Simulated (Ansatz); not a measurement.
BaSnO₃:
```cif
data_BaO3Sn
_chemical_formula_sum 'Ba1 Sn1 O3'
_space_group_name_H-M_alt 'Pm-3m'
_space_group_IT_number 221
_space_group_name_Hall '-P 4 2 3'
_cell_length_a 4.08272
_cell_length_b 4.08272
_cell_length_c 4.08272
_cell_angle_alpha 90.000
_cell_angle_beta 90.000
_cell_angle_gamma 90.000
loop_
_atom_site_label
_atom_site_type_symbol
_atom_site_symmetry_multiplicity
_atom_site_Wyckoff_symbol
_atom_site_fract_x
_atom_site_fract_y
_atom_site_fract_z
_atom_site_occupancy
Ba1 Ba 1 a 0.00000 0.00000 0.00000 1
Sn1 Sn 1 b 0.50000 0.50000 0.50000 1
O1 O 3 c 0.00000 0.50000 0.50000 1
```

Relaxed with LDA (plane waves, PAW; program Ansatz). Indices refer to the conventional cell of Pm-3m, a = b = c = 4.083 Å, α = β = γ = 90.00°.

Task: Simulate the powder diffraction pattern (Cu Kα, λ = 1.54184 Å; lines above 1 %) up to 2θ = 90°.

Result: Simulated powder pattern, Cu Kα, λ = 1.54184 Å (kinematic, ideal powder, no thermal factors, no anomalous dispersion; the 30 strongest lines at most, above 1 %, up to 2θ = 90°):

| 2θ (°) | d (Å) | I/Imax (%) | hkl |
|---|---|---|---|
| 30.98 | 2.887 | 100 | (110) |
| 38.18 | 2.357 | 2.6 | (111) |
| 44.38 | 2.041 | 30 | (200) |
| 55.10 | 1.667 | 39 | (211) |
| 64.56 | 1.443 | 18 | (220) |
| 73.33 | 1.291 | 17 | (310) |
| 81.70 | 1.179 | 6.1 | (222) |
| 89.90 | 1.091 | 21 | (321) |

Symmetry was held in the LDA relaxation; phonons on a q-mesh show no instability. Scalar-relativistic: spin–orbit coupling is off unless named, which matters more the heavier the elements.

Potentials: the later of the program's two PAW sets.
